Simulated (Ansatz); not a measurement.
CoO:

```xyz
2
Lattice="1.5055 0.8692 2.4399 -1.5055 0.8692 2.4399 0.0000 -1.7384 2.4399" Properties=species:S:1:pos:R:3 pbc="T T T"
Co    0.0000    0.0000    0.0000
O     0.0000    0.0000    3.6599
```

The cell is a database's computed one.

Base run:

```yaml
Program: Ansatz 0.2.0
Functional: PBEsol
Potentials_or_basis: all-electron LAPW, scalar-relativistic
Cutoff: 362 eV
Density_cutoff: 1450 eV
Basis_error_allowed: 0.001 eV/atom
k_mesh: 11 × 11 × 11
Occupations: fermi-dirac, width 0.05 eV
Spin: collinear spin, ferromagnetic start
Starting_moments: "[2.0, 0.0] μB"
```

Its results: band gap on the k mesh none (metal or under the smearing width); pressure -9.2 GPa.

Problem. The run is repeated on the same cell with these changes: spin from collinear spin, ferromagnetic start to no spin polarisation. What comes out?

Solution. Band gap on the k mesh none (metal or under the smearing width); pressure -27.1 GPa.

Caveats: semilocal functionals often make such compounds metallic where correlation or magnetic order opens a gap, which also shifts bond lengths; a cell with one magnetic atom can't hold antiferromagnetic order, which such compounds often take (some runs); an odd number of electrons without spin polarisation forces a metal (some runs); a magnetic or distorted state may lie lower (some runs).

Not every run made on this cell is shown here.
